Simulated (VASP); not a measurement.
# SnSe (Fm-3m) in VASP: further runs

The runs below take SnSe through single point, relaxation of cell and atoms, with PBEsol.

All numbers are computed with VASP 6.6.1; they aren't measurements. Logs are shortened: lines on timing, memory, paths and dates and some standing lists are left out, and cuts for length are marked.

## Step 1: Starting point

Symmetry: Fm-3m, No. 225, cubic system. The conventional cell has a = 5.946 Å, b = 5.946 Å, c = 5.946 Å, α = 90.00°, β = 90.00°, γ = 90.00°. Sn (site symmetry m-3m) has 6 Se at 2.97 Å as nearest neighbours. Around Se (site symmetry m-3m) lie 6 Sn at 2.97 Å.

Measurements of this composition are mostly on another form, of space group No. 62.

## Step 2: Single point, PBEsol

INCAR

```
PREC = Accurate ; ENCUT = 520
EDIFF = 1E-7 ; ISMEAR = 0
SIGMA = 0.02 ; LREAL = False
LASPH = True ; NELM = 100
ALGO = Normal ; ISIF = 2
LWAVE = False ; LCHARG = False
GGA = PS ; NBANDS = 17
```

KPOINTS

```
regular mesh
0
Gamma
  8 8 8
```

POSCAR

```
SnSe
1.0
    0.0000000000      2.9727557000      2.9727557000
    2.9727557000      0.0000000000      2.9727557000
    2.9727557000      2.9727557000      0.0000000000
Sn Se
1 1
Direct
    0.0000000000      0.0000000000      0.0000000000
    0.5000000000      0.5000000000      0.5000000000
```

Potentials or basis: VASP PAW PBE potentials, release 64 (Sn_d, Se).

Run with:

```bash
> cat potpaw_PBE.64/Sn_d/POTCAR potpaw_PBE.64/Se/POTCAR > POTCAR
> mpirun -np 1 vasp_std > vasp.out
```

OUTCAR:

```text
PREC = Accurate
   ENCUT = 520
   EDIFF = 1E-7
   ISMEAR = 0
   LREAL = False
   LASPH = True
   NELM = 100
   ISIF = 2
   GGA = PS

 ion  position               nearest neighbor table
   1  0.000  0.000  0.000-   2 2.97   2 2.97   2 2.97   2 2.97   2 2.97   2 2.97
   2  0.500  0.500  0.500-   1 2.97   1 2.97   1 2.97   1 2.97   1 2.97   1 2.97

  LATTYP: Found a face centered cubic cell.
 ALAT       =     5.9455114000

  Lattice vectors:

 A1 = (   0.0000000000,   2.9727557000,   2.9727557000)
 A2 = (   2.9727557000,   0.0000000000,   2.9727557000)
 A3 = (   2.9727557000,   2.9727557000,   0.0000000000)

Analysis of symmetry for initial positions (statically):
=====================================================================
 Subroutine PRICEL returns:
 Original cell was already a primitive cell.

 Routine SETGRP: Setting up the symmetry group for a
 face centered cubic supercell.

 Subroutine GETGRP returns: Found 48 space group operations
 (whereof 48 operations were pure point group operations)
 out of a pool of 48 trial point group operations.

The static configuration has the point symmetry O_h .

Analysis of symmetry for dynamics (positions and initial velocities):
=====================================================================
 Subroutine PRICEL returns:
 Original cell was already a primitive cell.

 Routine SETGRP: Setting up the symmetry group for a
 face centered cubic supercell.

 Subroutine GETGRP returns: Found 48 space group operations
 (whereof 48 operations were pure point group operations)
 out of a pool of 48 trial point group operations.

The dynamic configuration has the point symmetry O_h .

 Subroutine INISYM returns: Found 48 space group operations
 (whereof 48 operations are pure point group operations),
 and found     1 'primitive' translations

----------------------------------------------------------------------------------------

                                     Primitive cell

  volume of cell :      52.5421

  direct lattice vectors                    reciprocal lattice vectors
     0.000000000  2.972755700  2.972755700    -0.168194110  0.168194110  0.168194110
     2.972755700  0.000000000  2.972755700     0.168194110 -0.168194110  0.168194110
     2.972755700  2.972755700  0.000000000     0.168194110  0.168194110 -0.168194110

  length of vectors
     4.204111429  4.204111429  4.204111429     0.291320745  0.291320745  0.291320745

  position of ions in fractional coordinates (direct lattice)
     0.000000000  0.000000000  0.000000000
     0.500000000  0.500000000  0.500000000

  ion indices of the primitive-cell ions
   primitive index   ion index
                 1           1
                 2           2

----------------------------------------------------------------------------------------

 KPOINTS: regular mesh

Automatic generation of k-mesh.
 Grid dimensions read from file:
 generate k-points for:    8    8    8

 Generating k-lattice:

  Cartesian coordinates                     Fractional coordinates (reciprocal lattice)
    -0.021024264  0.021024264  0.021024264     0.125000000  0.000000000  0.000000000
     0.021024264 -0.021024264  0.021024264     0.000000000  0.125000000  0.000000000
     0.021024264  0.021024264 -0.021024264     0.000000000  0.000000000  0.125000000

  Length of vectors
     0.036415093  0.036415093  0.036415093

  Shift w.r.t. Gamma in fractional coordinates (k-lattice)
     0.000000000  0.000000000  0.000000000

 Subroutine IBZKPT returns following result:
 ===========================================

 Found     29 irreducible k-points:

 Following reciprocal coordinates:
            Coordinates               Weight
  0.000000  0.000000  0.000000      1.000000
  0.125000  0.000000  0.000000      8.000000
  0.250000  0.000000  0.000000      8.000000
  0.375000  0.000000  0.000000      8.000000
  0.500000  0.000000  0.000000      4.000000
  0.125000  0.125000  0.000000      6.000000
[... 16 lines left out ...]
  0.500000  0.250000  0.125000     48.000000
 -0.375000  0.250000  0.125000     24.000000
 [... further k-points ...]
   k-points           NKPTS =     29   k-points in BZ     NKDIM =     29   number of bands    NBANDS=     17
   number of dos      NEDOS =    301   number of ions     NIONS =      2
   total plane-waves  NPLWV =  32768
   dimension x,y,z NGX =    32 NGY =   32 NGZ =   32
   dimension x,y,z NGXF=    64 NGYF=   64 NGZF=   64
   ions per type =               1   1
   NGX,Y,Z   is equivalent  to a cutoff of  12.65, 12.65, 12.65 a.u.
   NGXF,Y,Z  is equivalent  to a cutoff of  25.31, 25.31, 25.31 a.u.
 SYSTEM =  unknown system
   PREC   = accura    normal or accurate (medium, high low for compatibility)
   ISTART =      0    job   : 0-new  1-cont  2-samecut
   ICHARG =      2    charge: 1-file 2-atom 10-const
   ISPIN  =      1    spin polarized calculation?
   LNONCOLLINEAR =      F non collinear calculations
   LSORBIT =      F    spin-orbit coupling
   LASPH  =      T    aspherical Exc in radial PAW
   ENCUT  =  520.0 eV  38.22 Ry    6.18 a.u.   7.82  7.82  7.82*2*pi/ulx,y,z
   NELM   =    100;   NELMIN=  2; NELMDL= -5     # of ELM steps
   EDIFF  = 0.1E-06   stopping-criterion for ELM
   LREAL  =      F    real-space projection
   EDIFFG = 0.1E-05   stopping-criterion for IOM
   NSW    =      0    number of steps for IOM
   IBRION =     -1    ionic relax: 0-MD 1-quasi-New 2-CG
   NFREE  =      0    steps in history (QN), initial steepest desc. (CG)
   ISIF   =      2    stress and relaxation
   ISYM   =      2    0-nonsym 1-usesym 2-fastsym
   POTIM  = 0.5000    time-step for ionic-motion
   TEBEG  =    0.0;   TEEND  =   0.0 temperature during run
   PSTRESS=    0.0 pullay stress
   NELECT =      20.0000    total number of electrons
   NUPDOWN=      -1.0000    fix difference up-down
   EMIN   =  10.00;   EMAX   =-10.00  energy-range for DOS
   EFERMI =   0.00;   METHOD = LEGACY
   ISMEAR =     0;   SIGMA  =   0.02  broadening in eV -4-tet -1-fermi 0-gaus
   EFERMI_NEDOS =   21; number of points for ismear=-14 and -15
   IALGO  =     38    algorithm
   IMIX   =      4    mixing-type and parameters
     AMIX     =   0.40;   BMIX     =  1.00
     AMIX_MAG =   1.60;   BMIX_MAG =  1.00
  volume/ion in A,a.u.               =      26.27       177.29
  Fermi-wavevector in a.u.,A,eV,Ry     =   1.186449  2.242063 19.152382  1.407660
  Thomas-Fermi vector in A             =   2.322621
   LORBIT       =      0    0 simple, 1 ext, 2 COOP (PROOUT), +10 PAW based schemes
   GGA     = PS    functional components
   LHFCALC =     F    Hartree Fock is set to
   AEXX    =    0.0000 exact exchange contribution
   IVDW    =     0    specifies the selected vdW correction
   LEPSILON=     F    determine dielectric tensor
   LRPA    =     F    only Hartree local field effects (RPA)
 non-spin polarized calculation
 Gauss-broadening in eV      SIGMA  =   0.02
  energy-cutoff  :      520.00
  volume of cell :       52.54
 maximum number of plane-waves:      1428
   NGX = 15   NGY = 15   NGZ = 15

 number of electron      20.0000006 magnetization

 Free energy of the ion-electron system (eV)
  ---------------------------------------------------
  ext. energy  EPLUGINS =         0.00000000
  ---------------------------------------------------
  free energy    TOTEN  =        -8.98564961 eV

  energy without entropy =       -8.98564961  energy(sigma->0) =       -8.98564961

 E-fermi :   5.8419     XC(G=0):  -9.9458

 val. band max:        5.7500068148   @ k =   0.5000   0.0000   0.0000
 cond. band min:       6.4988443963   @ k =  -0.3750   0.1250   0.0000
 fundamental gap:      0.7488375815
 Fermi energy:         5.8419218040

 k-point     1 :       0.0000    0.0000    0.0000
  band No.  band energies     occupation
      1     -15.6178      2.00000
      2     -15.6178      2.00000
      3     -15.6168      2.00000
      4     -15.6168      2.00000
      5     -15.6168      2.00000
      6      -8.2758      2.00000
[... 9 lines left out ...]
     16      11.6218      0.00000
     17      13.8658      0.00000

 k-point     2 :       0.1250    0.0000    0.0000
  band No.  band energies     occupation
      1     -15.6191      2.00000
      2     -15.6191      2.00000
      3     -15.6164      2.00000
      4     -15.6147      2.00000
      5     -15.6147      2.00000
      6      -8.1579      2.00000
[... 9 lines left out ...]
     16      12.0094      0.00000
     17      15.1152      0.00000

 k-point     3 :       0.2500    0.0000    0.0000
  band No.  band energies     occupation
      1     -15.6226      2.00000
      2     -15.6226      2.00000
      3     -15.6154      2.00000
      4     -15.6092      2.00000
      5     -15.6092      2.00000
      6      -7.8383      2.00000
[... 9 lines left out ...]
     16      12.9980      0.00000
     17      17.3566      0.00000

 k-point     4 :       0.3750    0.0000    0.0000
  band No.  band energies     occupation
      1     -15.6261      2.00000
      2     -15.6261      2.00000
      3     -15.6145      2.00000
      4     -15.6037      2.00000
      5     -15.6037      2.00000
      6      -7.4468      2.00000
[... 9 lines left out ...]
     16      14.5147      0.00000
     17      17.4213      0.00000
[... 343 lines left out ...]
      1     -15.6303      2.00000
      2     -15.6182      2.00000
      3     -15.6176      2.00000
      4     -15.6067      2.00000
      5     -15.6048      2.00000
      6      -7.5803      2.00000
[... 9 lines left out ...]
     16      15.3233      0.00000
     17      15.5272      0.00000

 k-point    23 :       0.5000    0.2500    0.1250
  band No.  band energies     occupation
      1     -15.6335      2.00000
      2     -15.6206      2.00000
      3     -15.6143      2.00000
      4     -15.6049      2.00000
      5     -15.6018      2.00000
      6      -7.2454      2.00000
[... 9 lines left out ...]
     16      15.5801      0.00000
     17      17.0644      0.00000

 k-point    24 :      -0.3750    0.2500    0.1250
  band No.  band energies     occupation
      1     -15.6346      2.00000
      2     -15.6219      2.00000
      3     -15.6110      2.00000
      4     -15.6064      2.00000
      5     -15.6001      2.00000
      6      -7.0856      2.00000
[... 9 lines left out ...]
     16      16.6909      0.00000
     17      16.7856      0.00000

 [... further k-points ...]

------------------------ aborting loop because EDIFF is reached ----------------------------------------

  FORCE on cell =-STRESS in cart. coord.  units (eV):
  Direction    XX          YY          ZZ          XY          YZ          ZX
  --------------------------------------------------------------------------------------
  -------------------------------------------------------------------------------------
  Total        0.0049010      0.0049010      0.0049010      0.0000000      0.0000000     -0.0000000
  in kB        0.1494475      0.1494475      0.1494475      0.0000000      0.0000000     -0.0000000
  external PRESSURE =       0.1494475 kB  Pullay stress =       0.0000000 kB

 VOLUME and BASIS-vectors are now :
 -----------------------------------------------------------------------------
  energy-cutoff  :      520.00
  volume of cell :       52.54
      direct lattice vectors                 reciprocal lattice vectors
     0.000000000  2.972755700  2.972755700    -0.168194110  0.168194110  0.168194110
     2.972755700  0.000000000  2.972755700     0.168194110 -0.168194110  0.168194110
     2.972755700  2.972755700  0.000000000     0.168194110  0.168194110 -0.168194110

 POSITION                                       TOTAL-FORCE (eV/Angst)
 -----------------------------------------------------------------------------------
      0.00000      0.00000      0.00000         0.000000     -0.000000     -0.000000
      2.97276      2.97276      2.97276        -0.000000      0.000000      0.000000
 -----------------------------------------------------------------------------------
    total drift:                                0.000000     -0.000000     -0.000000

  FREE ENERGIE OF THE ION-ELECTRON SYSTEM (eV)
  ---------------------------------------------------
  free  energy   TOTEN  =        -8.9856496093 eV

  energy  without entropy=       -8.9856496093  energy(sigma->0) =       -8.98564961
```

Run time: 10 s. Hardware: 1 thread of Intel Xeon 6975P-C (Granite Rapids), shared host; peak memory 0.18 GiB.

Results:

| Quantity | Value |
| --- | --- |
| Free energy | -8.9856 eV |
| Pressure | 0.0 GPa |
| Band gap on the k mesh | 0.75 eV, indirect (least direct gap 0.82 eV) |

Caveat: the PAW data sets were made with another functional, which shifts forces and pressure a little; spin-orbit coupling is left out, which moves the levels of the heavy elements. A k mesh can miss the band edges.

## Step 3: Relaxation of cell and atoms, PBEsol

This run uses another cell than the first one, of 27.28 Å³/atom, 1.039 times its volume.

INCAR

```
SYSTEM = SnSe
ALGO = Normal ; EDIFF = 1E-6
EDIFFG = -0.005 ; ENCUT = 600
GGA = PS ; IBRION = 2
ISIF = 3 ; ISMEAR = 0
LASPH = .True. ; LCHARG = .False.
LREAL = .False. ; LWAVE = .False.
NELM = 100 ; NSW = 100
PREC = Accurate ; SIGMA = 0.02
```

KPOINTS

```
k-points
0
Gamma
  8 8 8
  0 0 0
```

POSCAR

```
SnSe
1.0
    0.0000000000      3.0104337128      3.0104337128
    3.0104337128      0.0000000000      3.0104337128
    3.0104337128      3.0104337128      0.0000000000
Sn Se
1 1
Direct
    0.0000000000      0.0000000000      0.0000000000
    0.5000000000      0.5000000000      0.5000000000
```

Potentials or basis: VASP PAW PBE potentials, release 64 (Sn_d, Se).

Run with:

```bash
> cat potpaw_PBE.64/Sn_d/POTCAR potpaw_PBE.64/Se/POTCAR > POTCAR
> mpirun -np 1 vasp_std > vasp.out
```

OUTCAR:

```text
SYSTEM = SnSe
   EDIFF = 1E-6
   EDIFFG = -0.005
   ENCUT = 600
   GGA = PS
   IBRION = 2
   ISIF = 3
   ISMEAR = 0
   LASPH = .True.
   LREAL = .False.
   NELM = 100
   NSW = 100
   PREC = Accurate

 ion  position               nearest neighbor table
   1  0.000  0.000  0.000-   2 3.01   2 3.01   2 3.01   2 3.01   2 3.01   2 3.01
   2  0.500  0.500  0.500-   1 3.01   1 3.01   1 3.01   1 3.01   1 3.01   1 3.01

  LATTYP: Found a face centered cubic cell.
 ALAT       =     6.0208674256

  Lattice vectors:

 A1 = (   0.0000000000,   3.0104337128,   3.0104337128)
 A2 = (   3.0104337128,   0.0000000000,   3.0104337128)
 A3 = (   3.0104337128,   3.0104337128,   0.0000000000)

Analysis of symmetry for initial positions (statically):
=====================================================================
 Subroutine PRICEL returns:
 Original cell was already a primitive cell.

 Routine SETGRP: Setting up the symmetry group for a
 face centered cubic supercell.

 Subroutine GETGRP returns: Found 48 space group operations
 (whereof 48 operations were pure point group operations)
 out of a pool of 48 trial point group operations.

The static configuration has the point symmetry O_h .

Analysis of symmetry for dynamics (positions and initial velocities):
=====================================================================
 Subroutine PRICEL returns:
[... 236 lines left out ...]
  ext. energy  EPLUGINS =         0.00000000
  ---------------------------------------------------
  free energy    TOTEN  =        -8.98612229 eV

  energy without entropy =       -8.98612229  energy(sigma->0) =       -8.98612229

 E-fermi :   5.8705     XC(G=0):  -9.9412

 val. band max:        5.7390940178   @ k =   0.5000   0.0000   0.0000
 cond. band min:       6.4865500622   @ k =  -0.3750   0.1250   0.0000
 fundamental gap:      0.7474560443
 Fermi energy:         5.8704759414

 k-point     1 :       0.0000    0.0000    0.0000
  band No.  band energies     occupation
      1     -15.6292      2.00000
      2     -15.6292      2.00000
      3     -15.6282      2.00000
      4     -15.6282      2.00000
      5     -15.6282      2.00000
      6      -8.2803      2.00000
      7       0.8620      2.00000
      8       3.5631      2.00000
      9       3.5631      2.00000
     10       3.5631      2.00000
     11      10.2731      0.00000
     12      10.2731      0.00000
     13      10.2731      0.00000
     14      11.6113      0.00000
[... 377 lines left out ...]
      1     -15.6458      2.00000
      2     -15.6332      2.00000
      3     -15.6224      2.00000
      4     -15.6179      2.00000
      5     -15.6116      2.00000
      6      -7.0928      2.00000
      7      -1.9753      2.00000
      8       1.9310      2.00000
      9       2.5096      2.00000
     10       5.0709      2.00000
     11       6.8253      0.00000
     12       9.0013      0.00000
     13       9.9616      0.00000
     14      12.9949      0.00000

 [... further k-points ...]

------------------------ aborting loop because EDIFF is reached ----------------------------------------

  FORCE on cell =-STRESS in cart. coord.  units (eV):
  Direction    XX          YY          ZZ          XY          YZ          ZX
  --------------------------------------------------------------------------------------
  -------------------------------------------------------------------------------------
  Total        0.0033415      0.0033415      0.0033415      0.0000000      0.0000000      0.0000000
  in kB        0.1017898      0.1017898      0.1017898      0.0000000      0.0000000      0.0000000
  external PRESSURE =       0.1017898 kB  Pullay stress =       0.0000000 kB
[... 17 lines left out ...]
  FREE ENERGIE OF THE ION-ELECTRON SYSTEM (eV)
  ---------------------------------------------------
  free  energy   TOTEN  =        -8.9861222916 eV

  energy  without entropy=       -8.9861222916  energy(sigma->0) =       -8.98612229

 reached required accuracy - stopping structural energy minimisation
```

Wall time 30 s (1 thread of Intel Xeon 6975P-C (Granite Rapids), shared host); peak memory 0.23 GiB.

What came out:

```yaml
Free_energy: -8.9861 eV
Relaxed_volume: 26.30 Å³/atom
Relaxed_cell: a = 4.206 Å, b = 4.206 Å, c = 4.206 Å, α = 60.00°, β = 60.00°, γ = 60.00°
Space_group_after_relaxing_to_0.05_Å: Fm-3m (No. 225)
Energy_gained_by_relaxing: 6.1 meV/atom
Ionic_steps: 3
Pressure_after_relaxing: 0.0 GPa
Band_gap_on_the_k_mesh: 0.75 eV, indirect (least direct gap 0.81 eV)
```

Step by step:
```
step  energy change (eV)  largest force (eV/Å)  pressure (GPa)  volume (Å³)
   1              0.0000                0.0000           -1.92        54.57
   2             -0.0110                0.0000            0.63        52.02
   3             -0.0122                0.0000            0.01        52.60
```

Final structure:
```yaml
crystal:
  lattice:
    - [0.00000, 2.97375, 2.97375]
    - [2.97375, 0.00000, 2.97375]
    - [2.97375, 2.97375, 0.00000]
  atoms:
    - { symbol: Sn, position: [0.00000, 0.00000, 0.00000] }
    - { symbol: Se, position: [0.50000, 0.50000, 0.50000] }
```

Levels at points of the mesh, in eV from the valence-band top:
| k point | band 7 | band 8 | band 9 | band 10 | band 11 | band 12 | band 13 | band 14 |
| --- | --- | --- | --- | --- | --- | --- | --- | --- |
| (0.00, 0.00, 0.00) | -4.88 | -2.18 | -2.18 | -2.18 | 4.53 | 4.53 | 4.53 | 5.87 |
| (0.50, 0.00, 0.00) | -8.16 | -1.92 | -1.92 | 0.00 | 0.81 | 1.30 | 1.30 | 8.34 |
| (0.50, 0.50, 0.00) | -5.94 | -5.65 | -3.71 | -3.71 | 2.91 | 5.64 | 5.64 | 6.28 |

Caveat: the PAW data sets were made with another functional, which shifts forces and pressure a little; spin-orbit coupling is left out, which moves the levels of the heavy elements. A k mesh can miss the band edges.
